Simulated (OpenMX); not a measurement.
The system is PbSe.

```xyz
2
Lattice="3.7843 0.0000 0.0000 0.0000 3.7843 0.0000 0.0000 0.0000 3.7843" Properties=species:S:1:pos:R:3 pbc="T T T"
Pb    0.0000    0.0000    0.0000
Se    1.8922    1.8922    1.8922
```

Measurements of this composition are mostly on another form, of space group No. 225.

* Program: OpenMX 3.8.5
* Task: single point
* Functional: PBE
* Potentials or basis: OpenMX 2013 PBE set, Pb8.0-s3p2d2f1, Se7.0-s3p2d2, grid cutoff 500 Ry
* k mesh: 7 × 7 × 7
* Occupations: fermi-dirac, width 0.05 eV
* Spin: no spin polarisation

On this cell: pressure 0.0 GPa; largest force zero by symmetry; band gap on the k mesh none (metal or under the smearing width).

The same run follows on a disturbed copy (atoms moved at random, drawn with an rms of 0.05 Å):

```
CELL_PARAMETERS angstrom
3.78432 0.00000 0.00000
0.00000 3.78432 0.00000
0.00000 0.00000 3.78432
ATOMIC_POSITIONS crystal
Pb 0.01013 0.99205 0.99264
Se 0.50635 0.49382 0.50459
```

What does the disturbed cell give?

The energy (extrapolated to zero smearing) moves by -0.4 meV/atom; pressure 0.0 GPa; largest force 0.033 eV/Å; band gap on the k mesh none (metal or under the smearing width).

Forces on the atoms (eV/Å):
```
Pb   0.010 -0.004 -0.030
Se  -0.010  0.005  0.031
```

Caveats: the basis of atomic orbitals isn't converged, which shifts pressures, moduli and gaps.
